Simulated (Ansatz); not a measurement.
# Strain and the gap of HfO2 (Pca2_1)

HfO2 (Pca2_1) from a database of computed structures, relaxed with r2SCAN in the plane-wave code Ansatz. The symmetry is Pca2_1 (No. 29, orthorhombic); a = 5.247 Å, b = 5.030 Å, c = 5.059 Å in the conventional setting, 11.13 Å³ an atom. Around Hf lie 7 O at 2.03–2.24 Å; around O lie 3 Hf at 2.03–2.14 Å; around O lie 4 Hf at 2.12–2.24 Å.

The axes x, y and z are those of this cell:
```
Hf O
1.0
     5.24651    0.00000    0.00000
     0.00000    5.03037    0.00000
     0.00000    0.00000    5.05930
Hf O
4 8
Direct
  0.03251 0.26702 0.24109
  0.46749 0.26702 0.74109
  0.53251 0.73298 0.24109
  0.96749 0.73298 0.74109
  0.36703 0.07001 0.38077
  0.13297 0.07001 0.88077
  0.73217 0.46109 0.49114
  0.76783 0.46109 0.99114
  0.26783 0.53891 0.99114
  0.23217 0.53891 0.49114
  0.86703 0.92999 0.38077
  0.63297 0.92999 0.88077
```

Unstrained: With PBE the valence top lies at Γ and the conduction bottom at k = (0.266, -1/2, 0.354), 4.425 eV higher; the smallest vertical gap, at k = (0.100, 1/2, 0), is 4.638 eV. r2SCAN gives an indirect gap of 4.943 eV, from Γ to k = (0.266, -1/2, 0.354); the least direct gap is 5.164 eV at k = (0.100, 1/2, 0). The HSE06 gap is indirect, 6.083 eV (Γ to k = (0.266, -1/2, 0.354)), below the direct gap of 6.333 eV at k = (0.100, 1/2, 0). Meshes: PBE 6×6×6, r2SCAN 6×6×6, HSE06 4×4×4. Strains are changes of length per length. After each strain the atoms were relaxed again with r2SCAN within the symmetry that the strain leaves, so tilts or polar shifts that break it weren't tested; points keep the names that they have in the unstrained zone. No spin polarisation and no zero-point or thermal motion.

Changes of the least gap in eV (an overlap counts as a negative gap):
```tsv
strain	volume change (%)	space group	PBE	r2SCAN	HSE06	energy rise, r2SCAN (meV/atom)
uniaxial -3.0 % along z	-3.0	Pca2_1	+0.122	+0.134	+0.131	12.8
uniaxial -2.0 % along z	-2.0	Pca2_1	+0.077	+0.085	+0.082	5.7
uniaxial -1.0 % along z	-1.0	Pca2_1	+0.037	+0.040	+0.039	1.4
uniaxial +1.0 % along z	+1.0	Pca2_1	-0.035	-0.038	-0.036	1.4
uniaxial +2.0 % along z	+2.0	Pca2_1	-0.065	-0.072	-0.068	5.6
uniaxial +3.0 % along z	+3.0	Pca2_1	-0.096	-0.106	-0.100	12.6
```

Uniaxial -3.0 % along z, other directions held. HSE06: the gap goes from 6.083 to 6.214 eV (+0.131 eV); the edges go from Γ → (0.266, -1/2, 0.354) to Γ–Y (0.10) → (0.224, -1/2, 0.359). Stress change with r2SCAN, compression positive: xx +3.76, yy +4.07, zz +12.08 GPa.

Uniaxial -2.0 % along z, other directions held. HSE06: the gap goes from 6.083 to 6.165 eV (+0.082 eV); the edges go from Γ → (0.266, -1/2, 0.354) to Γ–Y (0.06) → (0.240, -1/2, 0.359). Stress change with r2SCAN, compression positive: xx +2.43, yy +2.71, zz +8.16 GPa.

Uniaxial -1.0 % along z, other directions held. HSE06: the gap goes from 6.083 to 6.122 eV (+0.039 eV); the edges go from Γ → (0.266, -1/2, 0.354) to Γ → (0.255, -1/2, 0.354). Stress change with r2SCAN, compression positive: xx +1.17, yy +1.36, zz +4.11 GPa.

Uniaxial +1.0 % along z, other directions held. HSE06: the gap goes from 6.083 to 6.047 eV (-0.036 eV); the edges go from Γ → (0.266, -1/2, 0.354) to Γ → (0.271, -1/2, 0.354). Stress change with r2SCAN, compression positive: xx -1.08, yy -1.35, zz -4.10 GPa.

Uniaxial +2.0 % along z, other directions held. HSE06: the gap goes from 6.083 to 6.015 eV (-0.068 eV); the edges go from Γ → (0.266, -1/2, 0.354) to Γ → (0.276, -1/2, 0.359). Stress change with r2SCAN, compression positive: xx -2.02, yy -2.61, zz -8.12 GPa.

Uniaxial +3.0 % along z, other directions held. HSE06: the gap goes from 6.083 to 5.983 eV (-0.100 eV); the edges go from Γ → (0.266, -1/2, 0.354) to Γ → (0.276, -1/2, 0.359). Stress change with r2SCAN, compression positive: xx -2.87, yy -3.86, zz -12.04 GPa.

Spin-orbit coupling is left out, which matters wherever the heavy atoms make up the band edges.

Where an edge lies off the special points, it is a point of the mesh or the k point where a search put PBE's edge or least direct gap, reused for the other functionals, whose own edges may lie a little apart.

Coordinates of k points refer to the reciprocal vectors of the primitive cell of the runs.

The meshes of the hybrids are coarse, so their gaps aren't converged to the digits shown.
